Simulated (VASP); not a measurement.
Set up this calculation in VASP 6.6.1, as the native input.

| Quantity | Value |
| --- | --- |
| Task | relaxation of cell and atoms |
| Functional | PBE |
| Potentials or basis | VASP PAW PBE potentials, release 64 (Se) |
| Cutoff | 520 eV |
| k mesh | 21 × 21 × 21 |
| Occupations | gaussian, width 0.1 eV |
| Spin | no spin polarisation |
| Further INCAR settings | ALGO = Normal; EDIFF = 1e-06; IBRION = 2; EDIFFG = -0.01; NSW = 90; ISIF = 3 |

The structure of Se lies in POSCAR:

```
Se
1.0
    1.9250000000      1.1113992700      0.8816666700
   -1.9250000000      1.1113992700      0.8816666700
    0.0000000000     -2.2227985400      0.8816666700
Se
1
Direct
    0.0000000000      0.0000000000      0.0000000000
```

This isn't the form of Se at room conditions, which is trigonal, of chains.

One way to write it, as run:

INCAR

```
ALGO = Normal ; EDIFF = 1E-6
EDIFFG = -0.01 ; ENCUT = 520
GGA = PE ; IBRION = 2
ISIF = 3 ; ISMEAR = 0
LASPH = T ; LCHARG = F
LREAL = F ; LWAVE = F
NELM = 120 ; NSW = 90
PREC = Accurate ; SIGMA = 0.1
```

KPOINTS

```
k-points
0
Gamma
  21 21 21
```

Potentials or basis: VASP PAW PBE potentials, release 64 (Se).

Command:

```console
$ cat potpaw_PBE.64/Se/POTCAR > POTCAR
$ mpirun -np 1 vasp_std > vasp.out
```

Results of the run:

| Property | Result |
| --- | --- |
| Relaxed volume | 22.51 Å³/atom |
| Relaxed cell | a = 2.826 Å, b = 2.826 Å, c = 2.826 Å, α = 92.33°, β = 92.33°, γ = 92.33° |
| Space group after relaxing (to 0.05 Å) | R-3m (No. 166) |
| Energy gained by relaxing | 3038.5 meV/atom |
| Ionic steps | 25 |
| Pressure after relaxing | 0.0 GPa |
| Band gap on the k mesh | none (metal or under the smearing width) |

Caveat: the volume moved by over 15 % at a fixed basis, so the end points are rough; the volume moved by +99 % from the deposited cell, more than functionals usually miss.

Run time: 6.3 min on 1 thread of AMD EPYC 9R45 96-Core Processor (Zen 5), with other jobs on the host, peak memory 0.15 GiB.
